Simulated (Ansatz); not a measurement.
**Compressing Ru**

Level of theory: Ansatz, DFT r2SCAN, scalar-relativistic, plane waves, PAW. Run with 500 eV cutoff, 18×18×10 k-mesh, Gaussian smearing of 0.10 eV, no spin polarisation.

Reference structure (relaxed):

```yaml
crystal:
  lattice:
    - [2.70246, 0.00000, 0.00000]
    - [-1.35123, 2.34040, 0.00000]
    - [0.00000, 0.00000, 4.26584]
  atoms:
    - { symbol: Ru, position: [0.33333, 0.66667, 0.25000] }
    - { symbol: Ru, position: [0.66667, 0.33333, 0.75000] }
```

Cell and atoms are relaxed at each pressure within the symmetry of the start, at zero temperature, so transitions that lower the symmetry aren't seen. The k-mesh given is that at zero pressure and may differ at others. a, b and c are the lengths of the cell vectors above.

```
P (GPa) V (Å³/atom) V/V0  a (Å) b (Å) c (Å)
     -3        13.61  1.009  2.711  2.711  4.278
      0        13.49  1.000  2.702  2.702  4.266
      3        13.37  0.991  2.694  2.694  4.255
      8        13.19  0.978  2.681  2.681  4.237
     15        12.96  0.960  2.665  2.665  4.214
     30        12.52  0.928  2.633  2.633  4.171
     60        11.84  0.878  2.583  2.583  4.099
```

Q: What bulk modulus and pressure derivative fit these points?

A: A third-order Birch–Murnaghan fit gives B0 = 338 GPa and B0' = 4.7.

Q: Which cell vector or vectors give way most up to 60 GPa?

A: a and b: the changes are a -4.4 %, b -4.4 %, c -3.9 %.